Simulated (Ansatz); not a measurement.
# Piezoelectric tensor of CdS

These are results of DFT PBE, scalar-relativistic, plane waves, PAW in Ansatz, not measurements. Settings: 420 eV plane-wave cutoff, Γ-centred 8×8×8 mesh, fixed occupations. No spin polarisation.

The cell, relaxed at this level:
```
Cd S
1.0
     0.00000    2.96333    2.96333
     2.96333    0.00000    2.96333
     2.96333    2.96333    0.00000
Cd S
1 1
Direct
  0.00000 0.00000 0.00000
  0.25000 0.25000 0.25000
```

It was relaxed at this level from a cell as deposited in COD.

(1) Give the relaxed-ion proper piezoelectric stress tensor e_iJ (C/m², Voigt columns xx yy zz yz xz xy).

(2) With the elastic constants (GPa, Voigt order)
C11 = 66.6, C12 = 46.9, C13 = 46.9, C22 = 66.6, C23 = 46.9, C33 = 66.6, C44 = 25.8, C55 = 25.8, C66 = 25.8 GPa; the others vanish.
find the strain coefficients d = e·C⁻¹ (pC/N).

## Answers

(1)
```
x   0.000 0.000 0.000 0.183 0.000 0.000
y   0.000 0.000 0.000 0.000 0.183 0.000
z   0.000 0.000 0.000 0.000 0.000 0.183
```
Signs follow the orientation of the cell as given.

(2)
```
x   0.0 0.0 0.0 7.1 0.0 0.0
y   0.0 0.0 0.0 0.0 7.1 0.0
z   0.0 0.0 0.0 0.0 0.0 7.1
```
